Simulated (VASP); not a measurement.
# ZrB2 (P6/mmm) in VASP: single point with r2SCAN

Aim: the single point of ZrB2 with r2SCAN.

Program: VASP 6.6.1. These are calculated values, not measurements. Logs are shortened: lines on timing, memory, paths and dates and some standing lists are left out, and cuts for length are marked.

## (1) The structure

The structure is hexagonal, space group P6/mmm (No. 191). Conventional cell: a = 3.168 Å, b = 3.168 Å, c = 3.552 Å, α = 90.00°, β = 90.00°, γ = 120.00°. Zr (site symmetry 6/mmm) is surrounded by 12 B at 2.55 Å. B (site symmetry -6m2) has 3 B at 1.83 Å as nearest neighbours.

The cell is a database's computed one.

## (2) Single point, r2SCAN

File POSCAR:

```
ZrB2
1.0
    3.1675246616      0.0000000000      0.0000000000
   -1.5837623308      2.7431568240      0.0000000000
    0.0000000000      0.0000000000      3.5523880600
Zr B
1 2
Direct
    0.0000000000      0.0000000000      0.0000000000
    0.3333333333      0.6666666667      0.5000000000
    0.6666666667      0.3333333333      0.5000000000
```

File INCAR.step1:

```
SYSTEM = ZrB2
ALGO = Normal ; EDIFF = 1E-4
ENCUT = 520 ; GGA = PE
ISMEAR = -1 ; LASPH = .True.
LCHARG = .False. ; LREAL = .False.
LWAVE = .True. ; NBANDS = 16
NELM = 100 ; PREC = Accurate
SIGMA = 0.08
```

File INCAR.step2:

```
SYSTEM = ZrB2
ALGO = Normal ; EDIFF = 1E-7
ENCUT = 520 ; ISIF = 2
ISMEAR = -1 ; ISTART = 1
LASPH = .True. ; LCHARG = .False.
LMIXTAU = .True. ; LREAL = .False.
LWAVE = .False. ; METAGGA = R2SCAN
NBANDS = 16 ; NELM = 100
PREC = Accurate ; SIGMA = 0.08
```

File KPOINTS:

```
k-points
0
Gamma
  15 15 12
  0 0 0
```

Potentials or basis: VASP PAW PBE potentials, release 64 (Zr_sv, B).

Launch:

```console
$ cat potpaw_PBE.64/Zr_sv/POTCAR potpaw_PBE.64/B/POTCAR > POTCAR
$ cp INCAR.step1 INCAR
$ mpirun -np 1 vasp_std > vasp.out
$ cp INCAR.step2 INCAR
$ mpirun -np 1 vasp_std > vasp.out
```

OUTCAR:

```text
SYSTEM = ZrB2
   EDIFF = 1E-7
   ENCUT = 520
   ISIF = 2
   ISMEAR = -1
   ISTART = 1
   LASPH = .True.
   LREAL = .False.
   METAGGA = R2SCAN
   NELM = 100
   PREC = Accurate

 ion  position               nearest neighbor table
   1  0.000  0.000  0.000-   2 2.55   3 2.55   2 2.55   3 2.55   2 2.55   2 2.55   3 2.55   3 2.55
                             3 2.55   3 2.55   2 2.55   2 2.55
   2  0.333  0.667  0.500-   3 1.83   3 1.83   3 1.83   1 2.55   1 2.55   1 2.55   1 2.55   1 2.55
                             1 2.55
   3  0.667  0.333  0.500-   2 1.83   2 1.83   2 1.83   1 2.55   1 2.55   1 2.55   1 2.55   1 2.55
                             1 2.55

  LATTYP: Found a hexagonal cell.
 ALAT       =     3.1675246616
 C/A-ratio  =     1.1215028893

  Lattice vectors:

 A1 = (   3.1675246616,   0.0000000000,   0.0000000000)
 A2 = (  -1.5837623308,   2.7431568240,   0.0000000000)
 A3 = (   0.0000000000,   0.0000000000,   3.5523880600)

Analysis of symmetry for initial positions (statically):
=====================================================================
 Subroutine PRICEL returns:
 Original cell was already a primitive cell.

 Routine SETGRP: Setting up the symmetry group for a
 hexagonal supercell.

 Subroutine GETGRP returns: Found 24 space group operations
 (whereof 24 operations were pure point group operations)
 out of a pool of 24 trial point group operations.

The static configuration has the point symmetry D_6h.

Analysis of symmetry for dynamics (positions and initial velocities):
=====================================================================
 Subroutine PRICEL returns:
 Original cell was already a primitive cell.

 Routine SETGRP: Setting up the symmetry group for a
 hexagonal supercell.

 Subroutine GETGRP returns: Found 24 space group operations
 (whereof 24 operations were pure point group operations)
 out of a pool of 24 trial point group operations.

The dynamic configuration has the point symmetry D_6h.

 Subroutine INISYM returns: Found 24 space group operations
 (whereof 24 operations are pure point group operations),
 and found     1 'primitive' translations

----------------------------------------------------------------------------------------

                                     Primitive cell

  volume of cell :      30.8668

  direct lattice vectors                    reciprocal lattice vectors
     3.167524662  0.000000000  0.000000000     0.315703935  0.182271752  0.000000000
    -1.583762331  2.743156824  0.000000000     0.000000000  0.364543504  0.000000000
     0.000000000  0.000000000  3.552388060     0.000000000  0.000000000  0.281500777

  length of vectors
     3.167524662  3.167524662  3.552388060     0.364543504  0.364543504  0.281500777

  position of ions in fractional coordinates (direct lattice)
     0.000000000  0.000000000  0.000000000
     0.333333333  0.666666667  0.500000000
     0.666666667  0.333333333  0.500000000

  ion indices of the primitive-cell ions
   primitive index   ion index
                 1           1
                 2           2
                 3           3

----------------------------------------------------------------------------------------

 KPOINTS: k-points

Automatic generation of k-mesh.
 Grid dimensions read from file:
 generate k-points for:   15   15   12

 Generating k-lattice:

  Cartesian coordinates                     Fractional coordinates (reciprocal lattice)
     0.021046929  0.012151450  0.000000000     0.066666667  0.000000000  0.000000000
     0.000000000  0.024302900  0.000000000     0.000000000  0.066666667  0.000000000
     0.000000000  0.000000000  0.023458398     0.000000000  0.000000000  0.083333333

  Length of vectors
     0.024302900  0.024302900  0.023458398

  Shift w.r.t. Gamma in fractional coordinates (k-lattice)
     0.000000000  0.000000000  0.000000000

 Subroutine IBZKPT returns following result:
 ===========================================

 Found    189 irreducible k-points:

 Following reciprocal coordinates:
            Coordinates               Weight
  0.000000  0.000000  0.000000      1.000000
  0.066667  0.000000  0.000000      6.000000
  0.133333  0.000000  0.000000      6.000000
  0.200000  0.000000  0.000000      6.000000
  0.266667  0.000000  0.000000      6.000000
  0.333333  0.000000  0.000000      6.000000
[... 16 lines left out ...]
  0.333333  0.200000  0.000000     12.000000
  0.400000  0.200000  0.000000      6.000000
 [... further k-points ...]
   k-points           NKPTS =    189   k-points in BZ     NKDIM =    189   number of bands    NBANDS=     16
   number of dos      NEDOS =    301   number of ions     NIONS =      3
   total plane-waves  NPLWV =  16128
   dimension x,y,z NGX =    24 NGY =   24 NGZ =   28
   dimension x,y,z NGXF=    48 NGYF=   48 NGZF=   56
   ions per type =               1   2
   NGX,Y,Z   is equivalent  to a cutoff of  12.60, 12.60, 13.10 a.u.
   NGXF,Y,Z  is equivalent  to a cutoff of  25.19, 25.19, 26.21 a.u.
 SYSTEM =  ZrB2
   PREC   = accura    normal or accurate (medium, high low for compatibility)
   ISTART =      1    job   : 0-new  1-cont  2-samecut
   ICHARG =      0    charge: 1-file 2-atom 10-const
   ISPIN  =      1    spin polarized calculation?
   LNONCOLLINEAR =      F non collinear calculations
   LSORBIT =      F    spin-orbit coupling
   LASPH  =      T    aspherical Exc in radial PAW
   ENCUT  =  520.0 eV  38.22 Ry    6.18 a.u.   5.89  5.89  6.61*2*pi/ulx,y,z
   NELM   =    100;   NELMIN=  2; NELMDL=  0     # of ELM steps
   EDIFF  = 0.1E-06   stopping-criterion for ELM
   LREAL  =      F    real-space projection
   EDIFFG = 0.1E-05   stopping-criterion for IOM
   NSW    =      0    number of steps for IOM
   IBRION =     -1    ionic relax: 0-MD 1-quasi-New 2-CG
   NFREE  =      0    steps in history (QN), initial steepest desc. (CG)
   ISIF   =      2    stress and relaxation
   ISYM   =      2    0-nonsym 1-usesym 2-fastsym
   POTIM  = 0.5000    time-step for ionic-motion
   TEBEG  =    0.0;   TEEND  =   0.0 temperature during run
   PSTRESS=    0.0 pullay stress
   NELECT =      18.0000    total number of electrons
   NUPDOWN=      -1.0000    fix difference up-down
   EMIN   =  10.00;   EMAX   =-10.00  energy-range for DOS
   EFERMI =   0.00;   METHOD = LEGACY
   ISMEAR =    -1;   SIGMA  =   0.08  broadening in eV -4-tet -1-fermi 0-gaus
   EFERMI_NEDOS =   21; number of points for ismear=-14 and -15
   IALGO  =     38    algorithm
   IMIX   =      4    mixing-type and parameters
     AMIX     =   0.40;   BMIX     =  1.00
     AMIX_MAG =   1.60;   BMIX_MAG =  1.00
  volume/ion in A,a.u.               =      10.29        69.43
  Fermi-wavevector in a.u.,A,eV,Ry     =   1.367735  2.584645 25.452408  1.870699
  Thomas-Fermi vector in A             =   2.493761
   LORBIT       =      0    0 simple, 1 ext, 2 COOP (PROOUT), +10 PAW based schemes
   METAGGA = R2SCAN    functional components
   LHFCALC =     F    Hartree Fock is set to
   AEXX    =    0.0000 exact exchange contribution
   IVDW    =     0    specifies the selected vdW correction
   LEPSILON=     F    determine dielectric tensor
   LRPA    =     F    only Hartree local field effects (RPA)
 non-spin polarized calculation
  energy-cutoff  :      520.00
  volume of cell :       30.87
 maximum number of plane-waves:       852
 NGX is ok and might be reduce to    24
   NGX = 11   NGY = 11   NGZ = 13

 number of electron      18.0000000 magnetization

 Free energy of the ion-electron system (eV)
  ---------------------------------------------------
  ext. energy  EPLUGINS =         0.00000000
  ---------------------------------------------------
  free energy    TOTEN  =       -40.64005072 eV

  energy without entropy =      -40.63510265  energy(sigma->0) =      -40.63757669

 E-fermi :  10.6008     XC(G=0): -13.3529

 val. band max:       10.5979734987   @ k =   0.0667   0.0667   0.4167
 cond. band min:      10.6485085355   @ k =   0.1333   0.1333   0.2500
 fundamental gap:      0.0505350368
 Fermi energy:        10.6008376552

 k-point     1 :       0.0000    0.0000    0.0000
  band No.  band energies     occupation
      1     -39.8287      2.00000
      2     -17.3257      2.00000
      3     -16.7435      2.00000
      4     -16.7435      2.00000
      5      -3.0276      2.00000
      6       7.8674      2.00000
[... 8 lines left out ...]
     15      15.9732      0.00000
     16      15.9732      0.00000

 k-point     2 :       0.0667    0.0000    0.0000
  band No.  band energies     occupation
      1     -39.8234      2.00000
      2     -17.3178      2.00000
      3     -16.7896      2.00000
      4     -16.7533      2.00000
      5      -2.9331      2.00000
      6       7.5679      2.00000
[... 8 lines left out ...]
     15      16.4134      0.00000
     16      16.6568      0.00000

 k-point     3 :       0.1333    0.0000    0.0000
  band No.  band energies     occupation
      1     -39.8082      2.00000
      2     -17.2953      2.00000
      3     -16.9180      2.00000
      4     -16.7809      2.00000
      5      -2.6563      2.00000
      6       6.8148      2.00000
[... 8 lines left out ...]
     15      17.1376      0.00000
     16      17.8854      0.00000

 k-point     4 :       0.2000    0.0000    0.0000
  band No.  band energies     occupation
      1     -39.7857      2.00000
      2     -17.2619      2.00000
      3     -17.1024      2.00000
      4     -16.8213      2.00000
      5      -2.2157      2.00000
      6       5.8440      2.00000
[... 8 lines left out ...]
     15      17.7627      0.00000
     16      18.6022      0.00000

 k-point     5 :       0.2667    0.0000    0.0000
  band No.  band energies     occupation
      1     -39.7598      2.00000
      2     -17.3075      2.00000
      3     -17.2234      2.00000
      4     -16.8672      2.00000
      5      -1.6344      2.00000
      6       4.7988      2.00000
[... 8 lines left out ...]
     15      18.2985      0.00000
     16      20.2599      0.00000

 k-point     6 :       0.3333    0.0000    0.0000
  band No.  band energies     occupation
      1     -39.7349      2.00000
      2     -17.4978      2.00000
      3     -17.1862      2.00000
      4     -16.9107      2.00000
      5      -0.9353      2.00000
      6       3.7436      2.00000
[... 8 lines left out ...]
     15      19.2481      0.00000
     16      20.9451      0.00000
[... 267 lines left out ...]
 k-point    21 :       0.2000    0.2000    0.0000
  band No.  band energies     occupation
      1     -39.7289      2.00000
      2     -17.4535      2.00000
      3     -17.1773      2.00000
      4     -17.0194      2.00000
      5      -0.7655      2.00000
      6       4.1202      2.00000
[... 8 lines left out ...]
     15      18.3538      0.00000
     16      20.1155      0.00000

 k-point    22 :       0.2667    0.2000    0.0000
  band No.  band energies     occupation
      1     -39.7104      2.00000
      2     -17.5413      2.00000
      3     -17.1498      2.00000
      4     -17.1051      2.00000
      5      -0.0303      2.00000
      6       3.4127      2.00000
[... 8 lines left out ...]
     15      18.8010      0.00000
     16      20.8053      0.00000

 k-point    23 :       0.3333    0.2000    0.0000
  band No.  band energies     occupation
      1     -39.6978      2.00000
      2     -17.5959      2.00000
      3     -17.1674      2.00000
      4     -17.1310      2.00000
      5       0.7941      2.00000
      6       2.5762      2.00000
[... 8 lines left out ...]
     15      19.8796      0.00000
     16      20.8533      0.00000

 k-point    24 :       0.4000    0.2000    0.0000
  band No.  band energies     occupation
      1     -39.6934      2.00000
      2     -17.6143      2.00000
      3     -17.1902      2.00000
      4     -17.1243      2.00000
      5       1.6568      2.00000
      6       1.7002      2.00000
[... 8 lines left out ...]
     15      20.4090      0.00000
     16      20.5739      0.00000

 [... further k-points ...]
[... 5 lines left out ...]
  --------------------------------------------------------------------------------------
  -------------------------------------------------------------------------------------
  Total        0.0042520      0.0042520     -0.0085771      0.0000000      0.0000000      0.0000000
  in kB        0.2207068      0.2207068     -0.4452071      0.0000000      0.0000000      0.0000000
  external PRESSURE =      -0.0012645 kB  Pullay stress =       0.0000000 kB

 VOLUME and BASIS-vectors are now :
 -----------------------------------------------------------------------------
  energy-cutoff  :      520.00
  volume of cell :       30.87
      direct lattice vectors                 reciprocal lattice vectors
     3.167524662  0.000000000  0.000000000     0.315703935  0.182271752  0.000000000
    -1.583762331  2.743156824  0.000000000     0.000000000  0.364543504  0.000000000
     0.000000000  0.000000000  3.552388060     0.000000000  0.000000000  0.281500777

 POSITION                                       TOTAL-FORCE (eV/Angst)
 -----------------------------------------------------------------------------------
      0.00000      0.00000      0.00000         0.000000      0.000000      0.000000
     -0.00000      1.82877      1.77619        -0.000000      0.000000      0.000000
      1.58376      0.91439      1.77619         0.000000     -0.000000      0.000000
 -----------------------------------------------------------------------------------
    total drift:                               -0.000000      0.000000     -0.000000

  FREE ENERGIE OF THE ION-ELECTRON SYSTEM (eV)
  ---------------------------------------------------
  free  energy   TOTEN  =       -40.6400507174 eV

  energy  without entropy=      -40.6351026527  energy(sigma->0) =      -40.63757669
```

Run time: 2.3 min. Hardware: 1 thread of Intel Xeon 6975P-C (Granite Rapids), shared host; peak memory 0.22 GiB.

Results:

| Item | Value |
| --- | --- |
| Free energy | -40.6401 eV |
| Pressure | 0.0 GPa |
| Band gap on the k mesh | none (metal or under the smearing width) |

Levels at points of the mesh, in eV from the Fermi level:
| k point | band 7 | band 8 | band 9 | band 10 | band 11 | band 12 |
| --- | --- | --- | --- | --- | --- | --- |
| (0.00, 0.00, 0.00) | -2.73 | -2.68 | -2.66 | 3.60 | 3.60 | 4.36 |
| (0.00, 0.00, 0.50) | -1.03 | -1.03 | 0.42 | 0.42 | 0.85 | 0.85 |

Caveat: the PAW data sets were made with another functional, which shifts forces and pressure a little.
